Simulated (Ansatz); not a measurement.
A run of Ansatz 0.2.0:

The input input.yaml:

```yaml
crystal:
  lattice:
    - [0.0, 2.5165, 2.5165]
    - [2.5165, 0.0, 2.5165]
    - [2.5165, 2.5165, 0.0]
  atoms:
    - { symbol: Lu, position: [0.0, 0.0, 0.0] }
    - { symbol: H, position: [0.75, 0.75, 0.75] }
    - { symbol: H, position: [0.25, 0.25, 0.25] }
hamiltonian:
  xc: lda
  pseudopotentials: { kind: paw }
kpoints:
  mp_grid: { grid: [9, 9, 9] }
scf:
  occupations: { method: fermi_dirac, width: 0.05 }
output:
  forces: true
  stress: true
  eigenvalues: true
relax:
  f_tol: 0.01
  max_steps: 40
  cell: { stress_tol: 0.05 }
```

Potentials or basis: Ansatz PAW.

The run is started by

```console
$ ansatz run input.yaml --threads 2 --pin off --max-ram 5632MiB --backend cpu --events-out ev --progress --plain --runs-dir out
```

Hardware: 2 threads of Intel(R) Xeon(R) Platinum 8375C CPU @ 2.90GHz (Ice Lake), with other jobs on the host.

Q: How long does it take, and how much memory?

A: Run time: 4.5 s on 2 threads of Intel(R) Xeon(R) Platinum 8375C CPU @ 2.90GHz (Ice Lake), with other jobs on the host, peak memory 0.34 GiB. Counts: scf iterations 44, plane waves 561, k points 35, bands 18, ion steps 6.
